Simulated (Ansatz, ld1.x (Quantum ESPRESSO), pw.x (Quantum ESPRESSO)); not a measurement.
## Equation-of-state test of one TM potential (lead (Pb))

lead (Pb), norm-conserving Troullier–Martins (Kleinman–Bylander form), made with ld1.x (Quantum ESPRESSO) 7.5 (PBE, scalar-relativistic). Core [Xe] 4f14 5d10, reference 6s2 6p1.5 (charge +0.5). Waves: 6p (bound): rc 2.70 bohr; 6s (bound): rc 1.55 bohr. Local part: the s channel. Core correction: none.

Crystal test: sc Pb in pw.x 7.5, no spin, 10³ k-points, Fermi–Dirac smearing 0.01 Ry, cutoffs 145/580 Ry. The reference is all-electron LAPW (Ansatz 0.2.0) with the same functional, mesh and smearing; V0 and B0 come from Birch–Murnaghan fits to the pressures at five volumes. Errors are pseudo minus all-electron; Δ is the rms difference of the E(V) curves that follow from these fits, minima aligned, over ±6 % about the mean V0. Mesh and smearing are coarse, so the numbers serve the comparison and aren't converged zero-temperature values; the lattice is a test structure that the element need not adopt.

All-electron: a0 = 3.254 Å (V0 = 34.44 Å³/atom), B0 = 34.9 GPa.

How far does the potential miss the all-electron equation of state?

mean pressure error (GPa): -11.00. The pressure does not cross zero within the volumes sampled, so no fit is given. This is a poor potential for the solid. The pseudo pressure rises with volume over the whole range, a mechanical instability.

```
V (Å³/atom)  P all-electron (GPa)  P pseudo (GPa)
     32.825                  1.89          -11.07
     33.689                  0.81          -11.06
     34.553                 -0.11          -11.01
     35.417                 -0.91          -10.94
     36.281                 -1.60          -10.85
```

At the middle volume, how do free energy and pressure move when the wave cutoff is lowered (ecutrho kept at four times it)?

| cutoff (Ry) | shift of F (meV/atom) | shift of P (GPa) |
| --- | --- | --- |
| 65 | +39.3 | +0.05 |
| 87 | +21.7 | -0.29 |
| 116 | +8.3 | +0.07 |

The run at the middle volume (56 k-points, 9 iterations) took about 65 s on one core of a shared host (Neoverse-N1, 64 threads, 498 GiB, load 31).
